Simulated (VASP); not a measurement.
CH4: relaxation of the atoms with PBE+D3(BJ)

Molecule: CH4, in a box.

```
C H
1.0
    12.22816    0.00000    0.00000
     0.00000   12.72816    0.00000
     0.00000    0.00000   13.22816
C H
1 4
Direct
  0.50000 0.50393 0.50000
  0.51733 0.42935 0.53586
  0.56185 0.56057 0.52130
  0.42053 0.53170 0.52410
  0.50029 0.49409 0.41874
```

| Property | Result |
| --- | --- |
| Program | VASP 6.6.1 |
| Task | relaxation of the atoms |
| Functional | PBE |
| Dispersion | D3(BJ) |
| Potentials or basis | VASP PAW PBE potentials, release 64 (C, H) |
| Cutoff | 400 eV |
| k mesh | 1 × 1 × 1 |
| Occupations | gaussian, width 0.01 eV |
| Spin | no spin polarisation |
| Atoms held fixed (from 0) | [0] |
| Further INCAR settings | ALGO = Fast; EDIFF = 1e-07; ISYM = 0; IBRION = 2; EDIFFG = -0.03; NSW = 120 |

```
Energy gained by relaxing       : 2.9 meV/atom
Ionic steps                     : 3
Gap between the frontier levels : 8.90 eV
Dispersion energy per atom      : -0.006 eV
```

The path:
| step | energy change (eV) | largest force (eV/Å) | pressure (GPa) |
| --- | --- | --- | --- |
| 1 | 0.0000 | 0.4993 | 0.02 |
| 2 | -0.0089 | 0.2980 | -0.06 |
| 3 | -0.0145 | 0.0011 | -0.03 |

Final structure:
```
C H
1.0
    12.22816    0.00000    0.00000
     0.00000   12.72816    0.00000
     0.00000    0.00000   13.22816
C H
1 4
Cartesian
  6.1141 6.4141 6.6141
  6.3289 5.4519 7.0949
  6.8807 7.1448 6.8996
  5.1290 6.7724 6.9372
  6.1177 6.2872 5.5246
```

Levels at points of the mesh, in eV from the valence-band top:
```tsv
k point	band 1	band 2	band 3	band 4	band 5	band 6	band 7	band 8
(0.00, 0.00, 0.00)	-7.60	0.00	0.00	0.00	8.90	9.76	9.95	10.00
```

It took 2.3 min on 4 MPI ranks on Intel(R) Xeon(R) Platinum 8175M CPU @ 2.50GHz (Skylake/Cascade Lake), on a shared host, peak memory 0.41 GiB a rank.

Caveat: the cutoff is under 1.25 times the usual one of these potentials, so pressure, stress and relaxed cells hold a basis-set (Pulay) error. Expect the measured gap to be larger: semilocal functionals such as PBE lack the derivative discontinuity.
